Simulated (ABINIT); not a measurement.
The system is Br.

```
Br
1.0
     3.36325   -2.32255    0.00000
     3.36325    2.32255    0.00000
     0.00000    0.00000    8.70230
Br
4
Direct
  0.36510 0.63490 0.39010
  0.13490 0.86510 0.89010
  0.63490 0.36510 0.60990
  0.86510 0.13490 0.10990
```

Base run:

| Quantity | Value |
| --- | --- |
| Program | ABINIT 10.8.3 (patched build) |
| Functional | LDA |
| Potentials or basis | PseudoDojo NC SR LDA v0.4.1 standard |
| Cutoff | 490 eV |
| k mesh | 5 × 5 × 2 |
| Occupations | fermi-dirac, width 0.05 eV |
| Spin | no spin polarisation |

Its results: band gap on the k mesh 1.73 eV, indirect (least direct gap 1.75 eV); pressure -1.7 GPa; largest force 0.693 eV/Å.

Problem. The run is repeated on the same cell with these changes: functional from LDA to PBE; potentials or basis from PseudoDojo NC SR LDA v0.4.1 standard to PseudoDojo NC SR PBE v0.4.1 standard. What comes out?

Solution. Band gap on the k mesh 1.87 eV, indirect (least direct gap 1.89 eV); pressure 1.4 GPa; largest force 0.883 eV/Å.

Caveats: an odd mesh through Γ misses points on the zone boundary, where band edges often lie.
